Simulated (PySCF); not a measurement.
The vertical singlet excitations below were computed for one of the candidates. Method used: TDDFT CAM-B3LYP/def2-SVPD, vertical, gas phase, core orbitals frozen in the response (PySCF 2.14.0, density-fitted response routines). Geometries: PBE0-D3(BJ)/def2-SVP, one conformer each.

```json
{"state": "S1", "E (eV)": "7.15", "f": "0.029", "main configurations (H = HOMO, L = LUMO)": "H→L (90%)"}
{"state": "S2", "E (eV)": "7.93", "f": "0.0000", "main configurations (H = HOMO, L = LUMO)": "H→L+1 (90%)"}
{"state": "S3", "E (eV)": "8.19", "f": "0.039", "main configurations (H = HOMO, L = LUMO)": "H→L+2 (88%)"}
{"state": "S4", "E (eV)": "8.32", "f": "0.071", "main configurations (H = HOMO, L = LUMO)": "H→L+3 (97%)"}
{"state": "S5", "E (eV)": "8.81", "f": "0.0012", "main configurations (H = HOMO, L = LUMO)": "H→L+5 (57%), H→L+9 (20%), H→L+6 (11%)"}
{"state": "S6", "E (eV)": "9.02", "f": "0.015", "main configurations (H = HOMO, L = LUMO)": "H-1→L (89%)"}
{"state": "S7", "E (eV)": "9.17", "f": "0.0000", "main configurations (H = HOMO, L = LUMO)": "H→L+4 (86%)"}
{"state": "S8", "E (eV)": "9.43", "f": "0.0000", "main configurations (H = HOMO, L = LUMO)": "H-2→L (82%)"}
{"state": "S9", "E (eV)": "9.50", "f": "0.0041", "main configurations (H = HOMO, L = LUMO)": "H→L+6 (82%)"}
{"state": "S10", "E (eV)": "9.51", "f": "0.067", "main configurations (H = HOMO, L = LUMO)": "H-1→L+1 (73%), H-3→L (20%)"}
```

Triplets computed (Tamm–Dancoff): 6.96, 7.81, 8.09, 8.09 eV.

Question: Which candidate is it?
A. `CCOCC`
B. `CCCC[O][AlH2]`
C. `FC(/C=C/F)=C`

Answer: A. Its S1, at 7.15 eV, is the highest among the candidates; the nearest of the others has S1 at 5.90 eV. S1 is HOMO→LUMO (90%). Löwdin shares by element: HOMO oxygen 56%, carbon 21% or more, hydrogen 5% or more (atoms not listed hold the other 18%); LUMO carbon 52% (atoms not listed hold the other 48%). At the same level the other candidates give, for their lowest levels:
- `C=C(F)/C=C/F`: 5.90 eV (f 0.684); 6.64 eV (f 0.003); 7.12 eV (f 0.010); 7.43 eV (f 0.014); 7.70 eV (f 0.024); T1 3.19 eV; HOMO -8.28, LUMO -0.04 eV
- `CCCC[O][AlH2]`: 5.74 eV (f 0.002); 6.45 eV (f 0.035); 6.80 eV (f 0.006); 7.34 eV (f 0.003); 7.58 eV (f 0.008); T1 5.35 eV; HOMO -9.07, LUMO 0.12 eV

Conformer computed: `[CH3:1][CH2:2][O:3][CH2:4][CH3:5]`: C1–C2–O3–C4 180°, C2–O3–C4–C5 180°.
